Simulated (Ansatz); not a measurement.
**A convergence test on WS2 (2H monolayer): k mesh of the density**

Aim: see how gap, energy and time of WS2 (2H monolayer) follow the k mesh of the density.

Method: DFT, PBE, plane waves, PAW, in Ansatz 0.2.0.

## 1. The starting structure

The cell holds 3 atoms: 1 W and 2 S. Its edges and angles: a = 3.188 Å, b = 3.188 Å, c = 30.833 Å, α = 90.0°, β = 90.0°, γ = 120.0°. Vacuum lies along c.

The structure was relaxed with PBE. The runs that relaxed it are not among those shown. Spin-orbit coupling is left out unless a step names it. The default PAW set here is soft_2. Its files were made with PBE. The Coulomb interaction is cut off across the vacuum.

## 2. k mesh of the density: 3×3×1

Contents of input.yaml:

```yaml
crystal:
  lattice:
    - [3.1877167037, 0.0, 0.0]
    - [-1.5938583519, 2.7606436455, 0.0]
    - [0.0, 0.0, 30.8325707176]
  atoms:
    - { symbol: W, position: [0.3333333333, 0.6666666667, 0.2918991116] }
    - { symbol: S, position: [0.6666666667, 0.3333333333, 0.3428702885] }
    - { symbol: S, position: [0.6666666667, 0.3333333333, 0.2409279346] }
  periodic: [true, true, false]
kpoints:
  mp_grid: { grid: [3, 3, 1] }
  band_path:
    path: [[0.0, 0.0, 0.0], [0.5, 0.0, 0.0], [0.3333333333, 0.3333333333, 0.0]]
    npoints: 1
hamiltonian:
  xc: pbe
scf:
  occupations: { method: fixed }
  n_extra_bands: 5
output:
  eigenvalues: true
  forces: true
  stress: true
```

Command:

```sh
$ ansatz run input.yaml --threads 3 --pin off --max-ram 92160MiB --backend cuda --events-out ev --progress --plain --runs-dir out --devices 1 --max-vram 13GiB  # rebuilt from the run's record
```

Numbers of over 12 decimals in the logs are rounded to 6 here.

Log:

```text
scf.n_extra_bands = 5 over 13 filled bands (N_el = 26.0): the run solves 18 bands
GPUs: using 1 of 1 available (devices: 1).
Engine: ansatz 0.2.0, x86_64-unknown-linux-gnu
Pseudopotentials: kind: paw
Pseudopotential: W, paw, valence charge 14, recommended cutoff 420 eV (normal), W.paw.azcp
Pseudopotential: S, paw, valence charge 6, recommended cutoff 420 eV (normal), S.paw.azcp
Functional definition: PBE
  parameter kappa = 0.804
  parameter beta = 0.066725
  exchange = pbe_x(kappa = kappa, mu = beta*pi^2/3)
  correlation = pbe_c(beta = beta)
device memory: the entry about to start is reckoned to put 3.2 GiB on a device that reports 52.0 GiB free (of which the cap on the GPU budget leaves the run 13.0 GiB)
GPU FFT provider: cuFFT
GPU libraries: cuBLAS 13.8.2, cuFFT 12.4.0, cuSOLVER 12.3.4
Crystal: 3 atoms, lattice volume = 271.331 Å³
Basis set: ecut = 420 eV, 5359 PW (Γ), exchange–correlation on 48×48×432 points (8 copies of the dense FFT grid, shifted against one another)
Bands: 18, of which v1, the nominal top of the filled ones, is band 13 counted from 1 (12 counted from 0)
Symmetry: 12 space group operations
Space group: P-6m2 (ITA 187), of the structure as read, at distance tolerance 6.5e-5 Å
k-points: 3 of 9 (time reversal used)
Non-local potential: W, projectors of the file, l = 0: 3, l = 1: 2, l = 2: 2, l = 3: 1
Non-local potential: S, projectors of the file, l = 0: 2, l = 1: 2, l = 2: 2
PAW form: soft (Blöchl's): semilocal exchange-correlation on the pseudo side does not see the compensation charge
PAW one-centre angular grid: W, 590 points (default); XC on 64 Gauss nodes
PAW one-centre angular grid: S, 110 points (default); XC on 64 Gauss nodes
Initial density: superposition of atomic densities (neutral atoms: chi_scale 0, normalization atom), corrected by the library's trained network
Initial wavefunctions: pseudopotential atomic-orbital guess
GPU buffer pool allocated for 124416 grid points (all kernels)
GPU transforms: local potential and band sums: pruned to the plane-wave sphere, on 24×24×216
Functional: x = pbe(κ = 0.804, μ = 0.219515), c = pbe(β = 0.066725)
SCF iter   1: F=—  HF=-12191.418457 eV  |F-HF|=—  |Δ(HF+E_count)|=         —  Δρ=4.45e-3  dr2=8.87e-2  ethr=1.77e-3  ⟨swp⟩=8.3  Hψ=364  notcnv=0  defer=9
preconditioner: auto → Resta (q_TF=auto, 1.846 Å⁻¹)  ε∞=2.1  [insulator: Δε(μ)=1.803 eV  Ē_g=9.315 eV  n_scr=18 (ndim 8)  ℏωp=9.6 eV  f_vac=0.771  ε∞_Penn≈2.1  vacuum switching on, ρ_ref=6.3e-3 e/Å³]
SCF iter   2: F=—  HF=-12191.423523 eV  |F-HF|=—  |Δ(HF+E_count)|=   5.07e-3  Δρ=3.37e-3  dr2=8.34e-2  ethr=3.41e-4  ⟨swp⟩=4.3  Hψ=142  notcnv=0  defer=9
SCF iter   3: F=—  HF=-12191.410925 eV  |F-HF|=—  |Δ(HF+E_count)|=   1.26e-2  Δρ=1.46e-3  dr2=2.33e-3  ethr=3.21e-4  ⟨swp⟩=3.0  Hψ=77  notcnv=0  defer=9
SCF iter   4: F=—  HF=-12191.414236 eV  |F-HF|=—  |Δ(HF+E_count)|=   3.31e-3  Δρ=5.01e-4  dr2=1.86e-3  ethr=8.95e-6  ⟨swp⟩=4.3  Hψ=150  notcnv=0  defer=9
SCF iter   5: F=—  HF=-12191.414026 eV  |F-HF|=—  |Δ(HF+E_count)|=   2.11e-4  Δρ=7.78e-5  dr2=1.86e-5  ethr=7.14e-6  ⟨swp⟩=2.7  Hψ=83  notcnv=0  defer=9
SCF iter   6: F=—  HF=-12191.414248 eV  |F-HF|=—  |Δ(HF+E_count)|=   2.22e-4  Δρ=2.28e-5  dr2=1.92e-6  ethr=7.17e-8  ⟨swp⟩=4.3  Hψ=142  notcnv=0  defer=9
SCF iter   7: F=-12191.414247 eV  HF=-12191.414247 eV  |F-HF|=8.06e-8  |Δ(HF+E_count)|=   4.15e-7  Δρ=5.24e-6  dr2=6.43e-8  ethr=3.85e-10  ⟨swp⟩=21.0  Hψ=588  notcnv=0
SCF 1 converged in 7 iterations: F = -12191.414247 eV  dr2 = 6.43e-8
[...]
device memory: the entry about to start is reckoned to put 2.0 GiB on a device that reports 50.5 GiB free (of which the cap on the GPU budget leaves the run 13.0 GiB)
NSCF: frozen V_eff on 3 k-points
SCF converged after 7 iterations
Free energy (F): -12191.414247 eV
Harris-Foulkes:  -12191.414247 eV  (|F-HF|=8.06e-8)
Internal energy: -12191.414247 eV  (E = F + TS)
E sigma→0 (E₀):  -12191.414247 eV
Fermi energy:    -5.671583 eV
--- Per-component energies (eV) ---
  E_band       = -622.047258
  E_kinetic    = 665.043981
  E_local      = -45181.725512  (includes V_loc(G=0)·N_el)
  E_nonlocal   = 57.418945
  E_hartree    = 22193.278534
  E_xc         = -461.545012
  E_vxc        = -414.201021  (∫ρ·V_xc dr)
  E_paw        = -9763.133145  (= ΣΔE_a)
  E_vpaw       = -135.119005  (= ΣTr[D̂ρ^β])
  E_aug_tail   = -0.000060  (compensation charges beyond the density's cutoff)
  E_ewald      = 20299.248023
  E_smearing   = -0.000000  (= −TS)
  E_closure    = -0.000000  (closes the sum)
  Σ components = -12191.414247   (vs F -12191.414247, Δ=0.00e0)
--- Forces (eV/Å), atoms counted from 1 ---
  atom   1  W      0.00000000     0.00000000     0.00000000
  atom   2  S      0.00000000    -0.00000000    -0.18141312
  atom   3  S      0.00000000    -0.00000000     0.18141312
  max |Σ_I F_I| component: 5.55e-17 eV/Å
--- 2D stress c σ (N/m, compression-positive) ---
        0.313120       0.000000       0.000000
       -0.000000       0.313120       0.000000
        0.000000       0.000000       0.000000
  P = ½ c Tr σ = 0.3131 N/m
--- Band table (eV) ---
  k-point 0: bands = [... 9 lower, -7.8508, -7.3433, -7.3433, -5.7756, -2.8563, -2.8563, -2.7019, -2.7019, ... 1 higher]
  k-point 1: bands = [... 9 lower, -8.7853, -7.6618, -7.3347, -6.8895, -3.1304, -3.1215, -2.1066, -1.2893, ... 1 higher]
  k-point 2: bands = [... 9 lower, -9.6036, -8.9871, -8.1097, -5.6716, -3.8855, -2.3934, -1.6636, -0.2193, ... 1 higher]
```

Wall time 3.9 s (1 × NVIDIA H100 80GB HBM3 (shared by 6 runs) with 3 threads of AMD EPYC 7R13 (Zen 3), shared host); peak memory 0.96 GiB; 3.2 s of CPU time.

Reading the cycles: dr2 is the Hartree energy of the density residual (eV), the measure of convergence; HF is the Harris–Foulkes estimate of the energy, which meets the free energy F at convergence.

Numbers from this step:

| Quantity | Value |
| --- | --- |
| gap | 1.786 eV |
| valence top at | K |
| conduction bottom at | K |
| least direct gap | 1.786 eV |

The gap is direct, at (0.333, 0.333, 0.000).

## 3. k mesh of the density: 6×6×1

Edit input.yaml of step 2 so:

```diff
@@ -11,3 +11,3 @@
 kpoints:
-  mp_grid: { grid: [3, 3, 1] }
+  mp_grid: { grid: [6, 6, 1] }
   band_path:
```

Log:

```text
[...]
GPUs: using 1 of 1 available (devices: 1).
[...]
GPU FFT provider: cuFFT
GPU libraries: cuBLAS 13.8.2, cuFFT 12.4.0, cuSOLVER 12.3.4
Crystal: 3 atoms, lattice volume = 271.331 Å³
Basis set: ecut = 420 eV, 5359 PW (Γ), exchange–correlation on 48×48×432 points (8 copies of the dense FFT grid, shifted against one another)
[...]
k-point 0: bands = [... 9 lower, -7.8148, -7.3312, -7.3312, -5.7564, -2.8447, -2.8447, -2.6963, -2.6963, ... 1 higher]
  k-point 1: bands = [... 9 lower, -8.1368, -7.9248, -7.1154, -6.0774, -3.3620, -3.0151, -2.9294, -2.1477, ... 1 higher]
  k-point 2: bands = [... 9 lower, -8.7719, -7.6233, -7.3252, -6.9021, -3.1669, -3.1343, -2.1016, -1.2784, ... 1 higher]
  k-point 6: bands = [... 9 lower, -9.5886, -8.9421, -8.0784, -5.7160, -3.9081, -2.3800, -1.7075, -0.2317, ... 1 higher]
[key lines of the parts left out:]
SCF converged after 7 iterations
Free energy (F): -12191.434292 eV
Fermi energy:    -5.716042 eV
P = ½ c Tr σ = -0.0304 N/m
```

Elapsed: 5.8 s, on 1 × NVIDIA H100 80GB HBM3 (shared by 6 runs) with 3 threads; peak memory 0.98 GiB.

Numbers from this step:

- gap: 1.808 eV
- valence top at: K
- conduction bottom at: K
- least direct gap: 1.808 eV

The gap is 1.808 eV, +0.022 eV from the run before at this level.

## 4. k mesh of the density: 12×12×1 (the default)

input.yaml, the sections that differ from step 3:

```yaml
kpoints:
  mp_grid: { grid: [12, 12, 1] }
  band_path:
    path:
      - [0, 0, 0]
      - [0.5, 0, 0]
      - [0.3333333333333, 0.3333333333333, 0]
      - [0, 0, 0]
    npoints: 10
scf:
  occupations: { method: fermi_dirac, width: 0.02 }
  n_extra_bands: 5
output:
  eigenvalues: true
  forces: true
  stress: true
  write_density: true
  write_potential: true
  elf: true
  volumetric_format: npy
# crystal, hamiltonian: as in step 3
```

Log:

```text
[...]
GPUs: using 1 of 1 available (devices: 1).
[...]
GPU FFT provider: cuFFT
GPU libraries: cuBLAS 13.8.2, cuFFT 12.4.0, cuSOLVER 12.3.4
Crystal: 3 atoms, lattice volume = 271.331 Å³
Basis set: ecut = 420 eV, 5359 PW (Γ), exchange–correlation on 48×48×432 points (8 copies of the dense FFT grid, shifted against one another)
[...]
k-point 0: bands = [... 9 lower, -7.8162, -7.3328, -7.3328, -5.7576, -2.8466, -2.8466, -2.6988, -2.6988, ... 1 higher]
  k-point 1: bands = [... 9 lower, -8.2177, -7.5108, -7.1299, -5.8161, -2.9738, -2.9456, -2.7995, -2.6353, ... 1 higher]
  k-point 2: bands = [... 9 lower, -8.1394, -7.9264, -7.1169, -6.0790, -3.3642, -3.0177, -2.9311, -2.1496, ... 1 higher]
  k-point 18: bands = [... 9 lower, -9.5905, -8.9435, -8.0801, -5.7193, -3.9097, -2.3818, -1.7107, -0.2334, ... 1 higher]
[key lines of the parts left out:]
SCF converged after 7 iterations
Free energy (F): -12191.436963 eV
Fermi energy:    -4.813574 eV
P = ½ c Tr σ = -0.0380 N/m
```

Wall time 6 s (1 × NVIDIA H100 80GB HBM3 (shared by 6 runs) with 3 threads); peak memory 1 GiB; 3.8 s of CPU time.

Numbers from this step:

```
gap                  : 1.810 eV
valence top at       : K
conduction bottom at : K
least direct gap     : 1.810 eV
```

The gap is 1.810 eV, +0.002 eV from the run before at this level.

## 5. The series

Differences are against the last row; a negative gap means that bands overlap, and a run with a band path holds that path's time. Times are wall times on 1 × NVIDIA H100 80GB HBM3 (shared by 6 runs) with 3 threads of AMD EPYC 7R13 (Zen 3), shared host, good to a factor of about two.

```csv
k mesh of the density,gap (eV),direct gap (eV),gap error (eV),energy error (meV/atom),irreducible k,time
3×3×1,1.786,1.786,−0.023,+7.6,3,3.9 s
6×6×1,1.808,1.808,−0.002,+0.9,7,5.8 s
12×12×1,1.810,1.810,+0.000,+0.0,19,6 s
```

## 6. What came out

```json
{"3×3×1": "1.786 eV", "6×6×1": "1.808 eV", "12×12×1": "1.810 eV"}
```

The gap holds to 0.02 eV from 6×6×1 on. At 3×3×1 the gap is off by −0.023 eV and the energy by +8 meV/atom. The gap is read over the mesh and added points near the edges, so meshes differ mainly through the density and, for a hybrid, the exchange operator.

[Paths, hosts, dates, memory and timing lines, banners, echoed tables and standing remarks are left out of the program output.]

[Logs are printed without paths, hosts, clocks, repeated set-up lines and the standing remarks that a program may print on its own settings, such as how far it seeks lower states.]

[Runs of the session that timed out or met a known fault of the program may be left out.]

[Cells called generated may have been cut or substituted from an entry of the Crystallography Open Database or the Materials Project.]

[Hosts, paths, dates, database ids (printed as entryN), source tags and the programs' standing remarks are cut or masked in the printed files.]
